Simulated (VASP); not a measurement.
# Si (Fd-3m) in VASP: settings compared, part 2 of 2

VASP 6.6.1. Earlier steps stand in the parts before.

## (4) Single point, HSE06

The input, POSCAR:

```
Si
1.0
    0.0000000000      2.7135600000      2.7135600000
    2.7135600000      0.0000000000      2.7135600000
    2.7135600000      2.7135600000      0.0000000000
Si
2
Direct
    0.7500000000      0.7500000000      0.7500000000
    0.5000000000      0.5000000000      0.5000000000
```

The input, INCAR.step1:

```
SYSTEM = Si
  PREC = Accurate
  ENCUT = 520
  EDIFF = 1E-5
  ISMEAR = -1
  SIGMA = 0.02
  LREAL = .FALSE.
  LASPH = .TRUE.
  NELM = 100
  ALGO = Normal
  ISIF = 2
  LWAVE = .TRUE.
  LCHARG = .FALSE.
  GGA = PE
  KPAR = 4
```

The input, INCAR.step2:

```
SYSTEM = Si
  PREC = Accurate
  ENCUT = 520
  EDIFF = 1E-7
  ISMEAR = -1
  SIGMA = 0.02
  LREAL = .FALSE.
  LASPH = .TRUE.
  NELM = 100
  ALGO = Normal
  ISIF = 2
  LWAVE = .FALSE.
  LCHARG = .FALSE.
  GGA = PE
  LHFCALC = .TRUE.
  HFSCREEN = 0.2
  PRECFOCK = Fast
  ISTART = 1
  KPAR = 4
```

The input, KPOINTS:

```
Automatic mesh
0
G
  6 6 6
  0 0 0
```

Potentials or basis: VASP PAW PBE potentials, release 64 (Si).

On the command line:

```
$ cat potpaw_PBE.64/Si/POTCAR > POTCAR
$ cp INCAR.step1 INCAR
$ mpirun -np 4 vasp_std > vasp.out
$ cp INCAR.step2 INCAR
$ mpirun -np 4 vasp_std > vasp.out
```

OUTCAR:

```text
SYSTEM = Si
   PREC = Accurate
   ENCUT = 520
   EDIFF = 1E-7
   ISMEAR = -1
   LREAL = .FALSE.
   LASPH = .TRUE.
   NELM = 100
   ISIF = 2
   GGA = PE
   LHFCALC = .TRUE.
   HFSCREEN = 0.2
   PRECFOCK = Fast
   ISTART = 1

 ion  position               nearest neighbor table
   1  0.750  0.750  0.750-   2 2.35   2 2.35   2 2.35   2 2.35
   2  0.500  0.500  0.500-   1 2.35   1 2.35   1 2.35   1 2.35

  LATTYP: Found a face centered cubic cell.
 ALAT       =     5.4271200000

  Lattice vectors:

 A1 = (   0.0000000000,   2.7135600000,   2.7135600000)
 A2 = (   2.7135600000,   0.0000000000,   2.7135600000)
 A3 = (   2.7135600000,   2.7135600000,   0.0000000000)

Analysis of symmetry for initial positions (statically):
=====================================================================
 Subroutine PRICEL returns:
 Original cell was already a primitive cell.

 Routine SETGRP: Setting up the symmetry group for a
 face centered cubic supercell.

 Subroutine GETGRP returns: Found 48 space group operations
 (whereof 24 operations were pure point group operations)
 out of a pool of 48 trial point group operations.

The static configuration has the point symmetry T_d .
 The point group associated with its full space group is O_h .

Analysis of symmetry for dynamics (positions and initial velocities):
=====================================================================
 Subroutine PRICEL returns:
 Original cell was already a primitive cell.

 Routine SETGRP: Setting up the symmetry group for a
 face centered cubic supercell.

 Subroutine GETGRP returns: Found 48 space group operations
 (whereof 24 operations were pure point group operations)
 out of a pool of 48 trial point group operations.

The dynamic configuration has the point symmetry T_d .
 The point group associated with its full space group is O_h .

 Subroutine INISYM returns: Found 48 space group operations
 (whereof 24 operations are pure point group operations),
 and found     1 'primitive' translations

----------------------------------------------------------------------------------------

                                     Primitive cell

  volume of cell :      39.9621

  direct lattice vectors                    reciprocal lattice vectors
     0.000000000  2.713560000  2.713560000    -0.184259792  0.184259792  0.184259792
     2.713560000  0.000000000  2.713560000     0.184259792 -0.184259792  0.184259792
     2.713560000  2.713560000  0.000000000     0.184259792  0.184259792 -0.184259792

  length of vectors
     3.837553354  3.837553354  3.837553354     0.319147321  0.319147321  0.319147321

  position of ions in fractional coordinates (direct lattice)
     0.750000000  0.750000000  0.750000000
     0.500000000  0.500000000  0.500000000

  ion indices of the primitive-cell ions
   primitive index   ion index
                 1           1
                 2           2

----------------------------------------------------------------------------------------

 KPOINTS: Automatic mesh

Automatic generation of k-mesh.
 Grid dimensions read from file:
 generate k-points for:    6    6    6

 Generating k-lattice:

[... 36 lines left out ...]
   total plane-waves  NPLWV =  27000
   dimension x,y,z NGX =    30 NGY =   30 NGZ =   30
   dimension x,y,z NGXF=    60 NGYF=   60 NGZF=   60
   ions per type =               2
   NGX,Y,Z   is equivalent  to a cutoff of  13.00, 13.00, 13.00 a.u.
   NGXF,Y,Z  is equivalent  to a cutoff of  25.99, 25.99, 25.99 a.u.
 SYSTEM =  Si
   PREC   = accura    normal or accurate (medium, high low for compatibility)
   ISTART =      1    job   : 0-new  1-cont  2-samecut
   ICHARG =      0    charge: 1-file 2-atom 10-const
   ISPIN  =      1    spin polarized calculation?
   LNONCOLLINEAR =      F non collinear calculations
   LSORBIT =      F    spin-orbit coupling
   LASPH  =      T    aspherical Exc in radial PAW
   ENCUT  =  520.0 eV  38.22 Ry    6.18 a.u.   7.14  7.14  7.14*2*pi/ulx,y,z
   NELM   =    100;   NELMIN=  2; NELMDL=  0     # of ELM steps
   EDIFF  = 0.1E-06   stopping-criterion for ELM
   LREAL  =      F    real-space projection
   EDIFFG = 0.1E-05   stopping-criterion for IOM
   NSW    =      0    number of steps for IOM
   IBRION =     -1    ionic relax: 0-MD 1-quasi-New 2-CG
   NFREE  =      0    steps in history (QN), initial steepest desc. (CG)
   ISIF   =      2    stress and relaxation
   ISYM   =      3    0-nonsym 1-usesym 2-fastsym
   POTIM  = 0.5000    time-step for ionic-motion
   TEBEG  =    0.0;   TEEND  =   0.0 temperature during run
   PSTRESS=    0.0 pullay stress
   NELECT =       8.0000    total number of electrons
   NUPDOWN=      -1.0000    fix difference up-down
   EMIN   =  10.00;   EMAX   =-10.00  energy-range for DOS
   EFERMI =   0.00;   METHOD = LEGACY
   ISMEAR =    -1;   SIGMA  =   0.02  broadening in eV -4-tet -1-fermi 0-gaus
   EFERMI_NEDOS =   21; number of points for ismear=-14 and -15
   IALGO  =     38    algorithm
   IMIX   =      1    mixing-type and parameters
     AMIX     =   0.40;   BMIX     =  1.00
     AMIX_MAG =   1.60;   BMIX_MAG =  1.00
  volume/ion in A,a.u.               =      19.98       134.84
  Fermi-wavevector in a.u.,A,eV,Ry     =   0.957684  1.809760 12.478691  0.917158
  Thomas-Fermi vector in A             =   2.086724
   LORBIT       =      0    0 simple, 1 ext, 2 COOP (PROOUT), +10 PAW based schemes
   GGA     = PE    functional components
   LHFCALC =     T    Hartree Fock is set to
   PRECFOCK=fast      Normal, Fast or Accurate (Low or Medium for compatibility)
   ENCUT4O =  -1.0   cutoff for four orbital integrals eV
   NKREDX  =     1    reduce k-point grid by
   NKREDY  =     1    reduce k-point grid by
   NKREDZ  =     1    reduce k-point grid by
   AEXX    =    0.2500 exact exchange contribution
   HFSCREEN=    0.2000 screening length (either q_TF or 0.3 A-1)
   HFSCREENC=   0.2000 screening length for correlation (either q_TF or 0.3 A-1)
   ENCUTFOCK=  -1.0 apply spherical cutoff to Coloumb kernel
   IVDW    =     0    specifies the selected vdW correction
   LEPSILON=     F    determine dielectric tensor
   LRPA    =     F    only Hartree local field effects (RPA)
 non-spin polarized calculation
  energy-cutoff  :      520.00
  volume of cell :       39.96
 maximum number of plane-waves:      1090
 NGX is ok and might be reduce to    30
  NGX = 16; NGY = 16; NGZ = 16

 number of electron       8.0000000 magnetization

 Free energy of the ion-electron system (eV)
  ---------------------------------------------------
  ext. energy  EPLUGINS =         0.00000000
  ---------------------------------------------------
  free energy    TOTEN  =       -12.56750226 eV

  energy without entropy =      -12.56750226  energy(sigma->0) =      -12.56750226

 E-fermi :   5.9635     XC(G=0):  -7.8409

 val. band max:        5.4865556888   @ k =   0.0000   0.0000   0.0000
 cond. band min:       6.7908373831   @ k =   0.5000   0.5000   0.0000
 fundamental gap:      1.3042816943
 Fermi energy:         5.9634886978

 k-point     1 :       0.0000    0.0000    0.0000
  band No.  band energies     occupation
      1      -7.8249      2.00000
      2       5.4866      2.00000
      3       5.4866      2.00000
      4       5.4866      2.00000
      5       8.8312      0.00000
      6       8.8312      0.00000
      7       8.8312      0.00000
      8       9.8549      0.00000
[... 155 lines left out ...]
 k-point    16 :      -0.3333    0.5000    0.1667
  band No.  band energies     occupation
      1      -3.0598      2.00000
      2      -3.0598      2.00000
      3       1.5069      2.00000
      4       1.5069      2.00000
      5       8.9652      0.00000
      6       8.9652      0.00000
      7      13.3349      0.00000
      8      13.3349      0.00000

------------------------ aborting loop because EDIFF is reached ----------------------------------------

  FORCE on cell =-STRESS in cart. coord.  units (eV):
  Direction    XX          YY          ZZ          XY          YZ          ZX
  --------------------------------------------------------------------------------------
  -------------------------------------------------------------------------------------
  Total        0.0996503      0.0996503      0.0996503      0.0000000      0.0000000      0.0000000
  in kB        3.9952209      3.9952209      3.9952209      0.0000000      0.0000000      0.0000000
  external PRESSURE =       3.9952209 kB  Pullay stress =       0.0000000 kB

 VOLUME and BASIS-vectors are now :
 -----------------------------------------------------------------------------
  energy-cutoff  :      520.00
  volume of cell :       39.96
      direct lattice vectors                 reciprocal lattice vectors
     0.000000000  2.713560000  2.713560000    -0.184259792  0.184259792  0.184259792
     2.713560000  0.000000000  2.713560000     0.184259792 -0.184259792  0.184259792
     2.713560000  2.713560000  0.000000000     0.184259792  0.184259792 -0.184259792

 POSITION                                       TOTAL-FORCE (eV/Angst)
 -----------------------------------------------------------------------------------
      4.07034      4.07034      4.07034        -0.000000     -0.000000     -0.000000
      2.71356      2.71356      2.71356         0.000000      0.000000      0.000000
 -----------------------------------------------------------------------------------
    total drift:                               -0.000000      0.000000      0.000000

  FREE ENERGIE OF THE ION-ELECTRON SYSTEM (eV)
  ---------------------------------------------------
  free  energy   TOTEN  =       -12.5675022604 eV

  energy  without entropy=      -12.5675022604  energy(sigma->0) =      -12.56750226
```

Wall time 29 s (4 MPI ranks of Intel Xeon Platinum 8488C (Sapphire Rapids), shared host); peak memory 0.24 GiB.

What came out:

```
Free energy            : -12.5675 eV
Pressure               : 0.4 GPa
Band gap on the k mesh : 1.30 eV, indirect (least direct gap 3.34 eV)
```

Caveat: the PAW data sets were made with another functional, which shifts forces and pressure a little.

## (5) The runs side by side

| level | k mesh | grid for exact exchange (PRECFOCK) | screening parameter | gap on the mesh (eV) | pressure (GPa) |
| --- | --- | --- | --- | --- | --- |
| PBE | 7 × 7 × 7 | - | - | 0.57 | 2.2 |
| r2SCAN | 7 × 7 × 7 | - | - | 0.77 | 0.7 |
| HSE06 | 6 × 6 × 6 | Fast | 0.2 1/A | 1.30 | 0.4 |

Alike in all rows: task single point; potentials or basis VASP PAW PBE potentials, release 64 (Si); no spin polarisation; cell as given; cutoff (eV) 520; smearing fermi-dirac 0.02 eV.

On the cell as given the gap runs from 0.57 eV (PBE) to 1.30 eV (HSE06); the meshes differ, which moves gaps too. The pressure there spans 0.4 GPa (HSE06) to 2.2 GPa (PBE); a positive pressure means that this level wants a larger cell, a negative one a smaller.

Caveats: an odd mesh through Γ misses points on the zone boundary, where band edges often lie (some runs); the PAW data sets were made with another functional, which shifts forces and pressure a little (some runs).

Absolute energies hang on the potentials; compare differences alone.
